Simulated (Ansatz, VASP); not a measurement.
## Na: VASP beside Ansatz

File INCAR:

```
PREC = Accurate
ENCUT = 520
EDIFF = 1E-6
ISMEAR = -1
SIGMA = 0.05
LREAL = F
LASPH = T
NELM = 60
ALGO = Normal
ISIF = 2
LWAVE = F
LCHARG = T
GGA = PS
LELF = T
LVHAR = T
NBANDS = 22
```

Contents of KPOINTS:

```
regular mesh
0
Gamma
  7 7 2
```

The input POSCAR:

```
Na
1.0
    3.7003831212      0.0000000000      0.0000000000
   -1.8501915606      3.2046257867      0.0000000000
    0.0000000000      0.0000000000     12.0358286784
Na
4
Direct
    0.6666666667      0.3333333333      0.7500000000
    0.0000000000      0.0000000000      0.5000000000
    0.3333333333      0.6666666667      0.2500000000
    0.0000000000      0.0000000000      0.0000000000
```

File input.yaml:

```yaml
crystal:
  lattice:
    - [3.7003831212, 0.0, 0.0]
    - [-1.8501915606, 3.2046257867, 0.0]
    - [0.0, 0.0, 12.0358286784]
  atoms:
    - { symbol: Na, position: [0.6666666667, 0.3333333333, 0.75] }
    - { symbol: Na, position: [0.0, 0.0, 0.5] }
    - { symbol: Na, position: [0.3333333333, 0.6666666667, 0.25] }
    - { symbol: Na, position: [0.0, 0.0, 0.0] }
hamiltonian:
  xc: pbesol
  pseudopotentials: { kind: paw }
kpoints:
  mp_grid: { grid: [7, 7, 2] }
scf:
  occupations: { method: fermi_dirac, width: 0.05 }
output:
  forces: true
  stress: true
  eigenvalues: true
  write_density: true
  write_potential: true
  elf: true
  volumetric_format: npy
```

This isn't the form of Na at room conditions, which is bcc.

Alike in both runs: task single point; functional PBEsol; k mesh 7 × 7 × 2; occupations fermi-dirac, width 0.05 eV; no spin polarisation.

```csv
,VASP,Ansatz
version,VASP 6.6.1,Ansatz 0.2.0
potentials or method,"VASP PAW PBE potentials, release 64 (Na_pv)",Ansatz PAW
plane-wave cutoff (eV),520,420
valence electrons in the cell,28,36
```

|  | VASP | Ansatz | Ansatz less VASP |
| --- | --- | --- | --- |
| gap on the k mesh at the Fermi level (eV) | none | none | - |
| pressure (GPa) | 0.1 | 0.1 | 0.00 |
| largest component of the traceless stress (GPa) | 0.32 | 0.32 | 0.000 |

A gap of «none» marks a metal or a gap that the smearing closes. The two sets of potentials don't hold the same shells in valence.

Caveats: the PAW data sets were made with another functional, which shifts forces and pressure a little (VASP); the PAW data sets come from PBE, with cores solved anew for the run's functional, which leaves a small shift of forces and pressure (Ansatz).
